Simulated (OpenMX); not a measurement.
Co under changes of volume

One of the cells (10.640 Å³/atom); the others are scaled copies at fixed shape and fractional positions:

```xyz
2
Lattice="2.4720 0.0000 0.0000 -1.2360 2.1408 0.0000 0.0000 0.0000 4.0211" Properties=species:S:1:pos:R:3 pbc="T T T"
Co    1.2360    0.7136    3.0159
Co    0.0000    1.4272    1.0053
```

```yaml
Program: OpenMX 3.8.5
Functional: LDA
Potentials_or_basis: OpenMX 2013 LDA set, Co6.0H-s3p2d2, fixed grid of 28 × 28 × 54 points
k_mesh: 13 × 13 × 7
Occupations: fermi-dirac, width 0.05 eV
Spin: collinear spin, ferromagnetic start
Starting_moments: "[2.0, 2.0] μB"
```

```csv
volume (Å³/atom),energy over the lowest point (meV/atom),moment (μB per cell),largest force (eV/Å)
10.002,6.20,3.07,0.044
10.215,0.00,3.11,0.042
10.427,?,?,?
10.640,10.72,3.17,0.039
10.853,26.52,3.19,0.037
11.066,47.86,3.21,0.036
11.279,74.24,3.23,0.034
```

Q: What does the run at 10.427 Å³/atom give?

A: Energy over the lowest point 1.71 meV/atom; moment 3.14 μB per cell; largest force 0.040 eV/Å.

Worked out: A Birch-Murnaghan fit of order 3 (a polynomial in V^(-2/3)) to the other rows has its minimum at 10.27 Å³/atom with B0 = V·E''(V) = 288 GPa and B' = 4.7 at fixed shape and positions, which overstates the stiffness. It gives 1.75 meV/atom at 10.427 Å³/atom, against the run's 1.71. A parabola through the other rows of the moment, of slope 0.142 μB per Å³/atom there, gives 3.14 μB, against the run's 3.14.

Energies are extrapolated to zero smearing.

Caveats: the basis of atomic orbitals isn't converged, which shifts pressures, moduli and gaps.
